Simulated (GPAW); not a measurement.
# CdTe (F-43m) in GPAW: further runs, part 3 of 4

GPAW 26.7.0. The steps go on from the part before.

**4. Gruneisen, SCAN**

File run.py:

```python
import json
import numpy as np
from ase import Atoms
from ase.constraints import FixSymmetry
from ase.filters import FrechetCellFilter
from ase.io import read, write
from ase.optimize import BFGS
from phonopy import Phonopy
from phonopy.structure.atoms import PhonopyAtoms
from gpaw import GPAW, PW

atoms = read('CdTe.xyz')

calc = GPAW(mode=PW(510),
            xc='MGGA_X_SCAN+MGGA_C_SCAN',
            kpts={'size': (3, 3, 3), 'gamma': True},
            occupations={'name': 'fermi-dirac', 'width': 0.05},
            nbands=18,
            convergence={'density': 1e-06, 'eigenstates': 1e-09},
            maxiter=80,
            txt='gpaw.txt')
atoms.calc = calc
atoms.set_constraint(FixSymmetry(atoms))
BFGS(FrechetCellFilter(atoms), trajectory='relax.traj', logfile='-').run(fmax=0.005, steps=40)
atoms.set_constraint()
energy = atoms.get_potential_energy()
forces = atoms.get_forces()
stress = atoms.get_stress()
calc.write('gs.gpw')
write('result.traj', atoms)
print('Cell:', atoms.cell.cellpar().round(4))
print(atoms.get_scaled_positions().round(5))

def force_constants(scale):
    unit = PhonopyAtoms(symbols=atoms.get_chemical_symbols(), cell=atoms.cell[:] * scale**(1 / 3),
                        scaled_positions=atoms.get_scaled_positions())
    ph = Phonopy(unit, supercell_matrix=np.diag([1, 1, 1]), primitive_matrix=np.eye(3), symprec=1e-4)
    ph.generate_displacements(distance=0.02)
    forces = []
    for i, sc in enumerate(ph.supercells_with_displacements):
        a = Atoms(sc.symbols, cell=sc.cell, scaled_positions=sc.scaled_positions, pbc=True)
        c = GPAW(mode=PW(510),
                 xc='MGGA_X_SCAN+MGGA_C_SCAN',
                 kpts={'size': (3, 3, 3), 'gamma': True},
                 occupations={'name': 'fermi-dirac', 'width': 0.05},
                 nbands=18,
                 convergence={'density': 1e-06, 'eigenstates': 1e-09},
                 maxiter=80,
                 txt=f'disp-{scale:.3f}-{i:02d}.txt')
        a.calc = c
        f = a.get_forces()
        forces.append(f - f.mean(axis=0))
        print(f'displacement {i}: drift', f.mean(axis=0).round(5), flush=True)
    ph.forces = forces
    ph.produce_force_constants()
    ph.symmetrize_force_constants()
    return ph

qpoints = [[0.0, 0.0, 0.0]]
results = {}
for scale in [0.99, 1.0, 1.01]:
    ph = force_constants(scale)
    ph.run_qpoints(qpoints)
    nu = ph.qpoints.frequencies * 33.35641  # THz to cm^-1
    results[f'{scale:.3f}'] = nu.tolist()
    for qp, f in zip(qpoints, nu):
        print(scale, np.round(qp, 4), f.round(2))

lo, mid, hi = (np.array(results[x]) for x in ('0.990', '1.000', '1.010'))
gamma = np.where(abs(mid) > 5, -(hi - lo) / (np.log(1.01 / 0.99) * np.where(abs(mid) > 5, mid, 1)), 0)
results['gamma'] = gamma.tolist()
print('Mode Grueneisen parameters:')
print(gamma.round(3))
json.dump(results, open('phonons.json', 'w'))
```

File CdTe.xyz:

```xyz
2
Lattice="0.0000000000 3.2050000000 3.2050000000 3.2050000000 0.0000000000 3.2050000000 3.2050000000 3.2050000000 0.0000000000" Properties=species:S:1:pos:R:3 pbc="T T T"
Te     4.8075000000      4.8075000000      4.8075000000
Cd     0.0000000000      0.0000000000      0.0000000000
```

Potentials or basis: GPAW PAW data sets (gpaw-data 1.2.1), pw.

Started as:

```
$ OMP_NUM_THREADS=1 python run.py
```

gpaw.txt:

```text
__  _  _
 | _ |_)|_||  |
 |__||  | ||/\| - 26.7.0

Input parameters:
  mode=PW(ecut=510.0),
  convergence={'density': 1e-06, 'eigenstates': 1e-09},
  kpts=MonkhorstPack(size=(3, 3, 3), gamma=True),
  maxiter=80,
  nbands=18,
  occupations=Occupations(name='fermi-dirac', width=0.05),
  xc=XC(name='MGGA_X_SCAN+MGGA_C_SCAN')

Diagonalizing LCAO Hamiltonian
Converting LCAO to pw mode

                      Te

       Cd

Atoms  # Å, Bohr magnetons
|   | symbol |        x |        y |        z |    initial magnetic moments |
|---|--------|----------|----------|----------|-----------------------------|
| 0 |     Te | 4.807500 | 4.807500 | 4.807500 | ( 0.0000,  0.0000,  0.0000) |
| 1 |     Cd | 0.000000 | 0.000000 | 0.000000 | ( 0.0000,  0.0000,  0.0000) |

Unit cell  # Å
| periodic |        x |        y |        z |  lengths |    angles |
|----------|----------|----------|----------|----------|-----------|
|      yes | 0.000000 | 3.205000 | 3.205000 | 4.532554 | 60.000000 |
|      yes | 3.205000 | 0.000000 | 3.205000 | 4.532554 | 60.000000 |
|      yes | 3.205000 | 3.205000 | 0.000000 | 4.532554 | 60.000000 |

Number of symmetries: 24
Symmetry operations  # r_c * U_cc + t_c -> r_c
|    | kind |            matrix            |
|----|------|------------------------------|
|  0 |  E   |  1, 0, 0,  0, 1, 0,  0, 0, 1 |
|  1 |  σ   |  1, 0, 0,  0, 0, 1,  0, 1, 0 |
|  2 |  σ   |  1, 0,-1,  0, 1,-1,  0, 0,-1 |
|  3 |  C3  |  1, 0,-1,  0, 0,-1,  0, 1,-1 |
|  4 |  C3  |  1,-1, 0,  0,-1, 1,  0,-1, 0 |
|  5 |  σ   |  1,-1, 0,  0,-1, 0,  0,-1, 1 |
|  6 |  σ   |  0, 1, 0,  1, 0, 0,  0, 0, 1 |
|  7 |  C3  |  0, 1, 0,  0, 0, 1,  1, 0, 0 |
|  8 |  C2  |  0, 1,-1,  1, 0,-1,  0, 0,-1 |
|  9 |  S4  |  0, 1,-1,  0, 0,-1,  1, 0,-1 |
| 10 |  C3  |  0, 0, 1,  1, 0, 0,  0, 1, 0 |
| 11 |  σ   |  0, 0, 1,  0, 1, 0,  1, 0, 0 |
| 12 |  S4  |  0, 0,-1,  1, 0,-1,  0, 1,-1 |
| 13 |  C3  |  0, 0,-1,  0, 1,-1,  1, 0,-1 |
[... 195 lines left out ...]
Stress tensor  # eV/Ang^3
|         x |         y |         z |
|-----------|-----------|-----------|
| -0.018376 | -0.000000 | -0.000000 |
| -0.000000 | -0.018376 | -0.000000 |
| -0.000000 | -0.000000 | -0.018376 |

Forces  # eV/Ang
|        x |       y |       z |
|----------|---------|---------|
| -0.00000 | 0.00000 | 0.00000 |  # Te   0
|  0.00000 | 0.00000 | 0.00000 |  # Cd   1

Interpolating wave functions to new cell

                      Te

       Cd

Atoms  # Å, Bohr magnetons
|   | symbol |        x |        y |        z |    initial magnetic moments |
|---|--------|----------|----------|----------|-----------------------------|
| 0 |     Te | 4.828319 | 4.828319 | 4.828319 | ( 0.0000,  0.0000,  0.0000) |
| 1 |     Cd | 0.000000 | 0.000000 | 0.000000 | ( 0.0000,  0.0000,  0.0000) |

Unit cell  # Å
| periodic |         x |        y |         z |  lengths |    angles |
|----------|-----------|----------|-----------|----------|-----------|
|      yes | -0.000000 | 3.218879 |  3.218879 | 4.552183 | 60.000000 |
|      yes |  3.218879 | 0.000000 |  3.218879 | 4.552183 | 60.000000 |
|      yes |  3.218879 | 3.218879 | -0.000000 | 4.552183 | 60.000000 |

Number of symmetries: 24
Symmetry operations  # r_c * U_cc + t_c -> r_c
|    | kind |            matrix            |
|----|------|------------------------------|
|  0 |  E   |  1, 0, 0,  0, 1, 0,  0, 0, 1 |
|  1 |  σ   |  1, 0, 0,  0, 0, 1,  0, 1, 0 |
|  2 |  σ   |  1, 0,-1,  0, 1,-1,  0, 0,-1 |
|  3 |  C3  |  1, 0,-1,  0, 0,-1,  0, 1,-1 |
|  4 |  C3  |  1,-1, 0,  0,-1, 1,  0,-1, 0 |
|  5 |  σ   |  1,-1, 0,  0,-1, 0,  0,-1, 1 |
|  6 |  σ   |  0, 1, 0,  1, 0, 0,  0, 0, 1 |
|  7 |  C3  |  0, 1, 0,  0, 0, 1,  1, 0, 0 |
[... 207 lines left out ...]
Stress tensor  # eV/Ang^3
|         x |         y |         z |
|-----------|-----------|-----------|
| -0.014241 |  0.000000 | -0.000000 |
|  0.000000 | -0.014241 | -0.000000 |
| -0.000000 | -0.000000 | -0.014241 |

Forces  # eV/Ang
|        x |        y |        z |
|----------|----------|----------|
| -0.00000 |  0.00000 |  0.00000 |  # Te   0
| -0.00000 | -0.00000 | -0.00000 |  # Cd   1

Interpolating wave functions to new cell

                      Te

       Cd

Atoms  # Å, Bohr magnetons
|   | symbol |         x |         y |        z |    initial magnetic moments |
|---|--------|-----------|-----------|----------|-----------------------------|
| 0 |     Te |  4.905145 |  4.905145 | 4.905145 | ( 0.0000,  0.0000,  0.0000) |
| 1 |     Cd | -0.000000 | -0.000000 | 0.000000 | ( 0.0000,  0.0000,  0.0000) |

Unit cell  # Å
| periodic |         x |        y |         z |  lengths |    angles |
|----------|-----------|----------|-----------|----------|-----------|
|      yes | -0.000000 | 3.270097 |  3.270097 | 4.624615 | 60.000000 |
|      yes |  3.270097 | 0.000000 |  3.270097 | 4.624615 | 60.000000 |
|      yes |  3.270097 | 3.270097 | -0.000000 | 4.624615 | 60.000000 |

Number of symmetries: 24
Symmetry operations  # r_c * U_cc + t_c -> r_c
|    | kind |            matrix            |
|----|------|------------------------------|
|  0 |  E   |  1, 0, 0,  0, 1, 0,  0, 0, 1 |
|  1 |  σ   |  1, 0, 0,  0, 0, 1,  0, 1, 0 |
|  2 |  σ   |  1, 0,-1,  0, 1,-1,  0, 0,-1 |
|  3 |  C3  |  1, 0,-1,  0, 0,-1,  0, 1,-1 |
|  4 |  C3  |  1,-1, 0,  0,-1, 1,  0,-1, 0 |
|  5 |  σ   |  1,-1, 0,  0,-1, 0,  0,-1, 1 |
|  6 |  σ   |  0, 1, 0,  1, 0, 0,  0, 0, 1 |
|  7 |  C3  |  0, 1, 0,  0, 0, 1,  1, 0, 0 |
[... 134 lines left out ...]
convergence criteria:
- Maximum integral of absolute [dens]ity change: 1e-06 electrons / valence electron
- Maximum integral of absolute [eigenst]ate change: 1e-09 eV^2 / valence electron
- Maximum [total energy] change in last 3 cyles: 0.0005 eV / valence electron
maximum number of iterations: 80

SCF iterations
|iter     | |      energy | eigst |  dens |
|---------|-|-------------|-------|-------|
|iter:   1| |  -64.933964 | -0.66 |       |
|iter:   2| |  -57.236757 | -1.26 | -1.54 |
|iter:   3| |-21693.910057 | +3.49 | -1.46 |
|iter:   4| |  -52.264515 | +2.37 | +1.05 |
|iter:   5| |  -57.048024 | +0.31 | -0.98 |
|iter:   6| |  -57.120463 | -1.27 | -1.76 |
|iter:   7| |  -57.127211 | -2.79 | -1.80 |
|iter:   8| |  -57.136307 | -3.41 | -1.76 |
|iter:   9| |  -57.133806 | -3.80 | -1.78 |
|iter:  10| |  -57.137235c| -3.56 | -2.11 |
|iter:  11| |  -57.137606c| -4.06 | -2.29 |
|iter:  12| |  -57.137668c| -5.23 | -2.98 |
|iter:  13| |  -57.137675c| -5.61 | -3.10 |
|iter:  14| |  -57.137677c| -6.72 | -3.46 |
|iter:  15| |  -57.137676c| -6.26 | -3.60 |
|iter:  16| |  -57.137676c| -7.67 | -4.47 |
|iter:  17| |  -57.137676c| -8.77 | -4.97 |
|iter:  18| |  -57.137676c| -9.43c| -5.78 |
|iter:  19| |  -57.137676c|-10.07c| -6.34c|

Converged in 19 steps
Energy contributions relative to reference atoms: (reference = -336963.801770)

Energy contributions:
  Kinetic:          24.634041
  Coulomb:         -22.101121
  Zero:              0.114804
  External:          0.000000
  Xc:              -59.785395
  Entropy:          -0.000009
  Spinorbit:         0.000000
  ----------------------------
  Free energy:     -57.137680
  Extrapolated:    -57.137676
[... 31 lines left out ...]
Stress tensor  # eV/Ang^3
|         x |         y |         z |
|-----------|-----------|-----------|
| -0.000697 | -0.000000 |  0.000000 |
| -0.000000 | -0.000697 | -0.000000 |
|  0.000000 | -0.000000 | -0.000697 |

Forces  # eV/Ang
|        x |        y |       z |
|----------|----------|---------|
|  0.00000 | -0.00000 | 0.00000 |  # Te   0
| -0.00000 | -0.00000 | 0.00000 |  # Cd   1

Interpolating wave functions to new cell

                      Te

       Cd

Atoms  # Å, Bohr magnetons
|   | symbol |         x |         y |        z |    initial magnetic moments |
|---|--------|-----------|-----------|----------|-----------------------------|
| 0 |     Te |  4.909336 |  4.909336 | 4.909336 | ( 0.0000,  0.0000,  0.0000) |
| 1 |     Cd | -0.000000 | -0.000000 | 0.000000 | ( 0.0000,  0.0000,  0.0000) |

Unit cell  # Å
| periodic |         x |        y |         z |  lengths |    angles |
|----------|-----------|----------|-----------|----------|-----------|
|      yes | -0.000000 | 3.272891 |  3.272891 | 4.628566 | 60.000000 |
|      yes |  3.272891 | 0.000000 |  3.272891 | 4.628566 | 60.000000 |
|      yes |  3.272891 | 3.272891 | -0.000000 | 4.628566 | 60.000000 |

Number of symmetries: 24
Symmetry operations  # r_c * U_cc + t_c -> r_c
|    | kind |            matrix            |
|----|------|------------------------------|
|  0 |  E   |  1, 0, 0,  0, 1, 0,  0, 0, 1 |
|  1 |  σ   |  1, 0, 0,  0, 0, 1,  0, 1, 0 |
|  2 |  σ   |  1, 0,-1,  0, 1,-1,  0, 0,-1 |
|  3 |  C3  |  1, 0,-1,  0, 0,-1,  0, 1,-1 |
|  4 |  C3  |  1,-1, 0,  0,-1, 1,  0,-1, 0 |
|  5 |  σ   |  1,-1, 0,  0,-1, 0,  0,-1, 1 |
|  6 |  σ   |  0, 1, 0,  1, 0, 0,  0, 0, 1 |
|  7 |  C3  |  0, 1, 0,  0, 0, 1,  1, 0, 0 |
[... 206 lines left out ...]
Stress tensor  # eV/Ang^3
|         x |         y |         z |
|-----------|-----------|-----------|
| -0.000075 |  0.000000 | -0.000000 |
|  0.000000 | -0.000075 |  0.000000 |
| -0.000000 |  0.000000 | -0.000075 |

Forces  # eV/Ang
|       x |        y |        z |
|---------|----------|----------|
| 0.00000 | -0.00000 | -0.00000 |  # Te   0
| 0.00000 | -0.00000 | -0.00000 |  # Cd   1

# Writing to gs.gpw (mode='')
```

Run time: 3.6 min. Hardware: 1 thread of Arm Neoverse V1, shared host; peak memory 1.5 GiB.

The run converged, but some of its settings lie outside the range that counts as converged, so its numbers aren't taken as properties of the crystal.

Results:

```
Free energy                                             : -57.1383 eV
Relaxed volume                                          : 35.06 Å³/atom
Relaxed cell                                            : a = 4.629 Å, b = 4.629 Å, c = 4.629 Å, α = 60.00°, β = 60.00°, γ = 60.00°
Space group after relaxing (to 0.05 Å)                  : F-43m (No. 216)
Pressure after relaxing                                 : 0.0 GPa
Band gap on the k mesh                                  : 0.95 eV, direct
Highest phonon frequency at Γ, LO-TO splitting left out : 132 cm⁻¹
```

Caveat: the k mesh is coarse (spacing up to 0.57 Å⁻¹), so the values aren't converged; the cutoff is short for stress and forces, so pressures can be off by a GPa or more; the density grid can change from cell to cell, which puts small steps into energies and stress; the LO-TO splitting is left out; the PAW data sets were made with another functional, which shifts forces and pressure a little; spin-orbit coupling is left out, which moves the levels of the heavy elements.

[end of part 3 of 4]
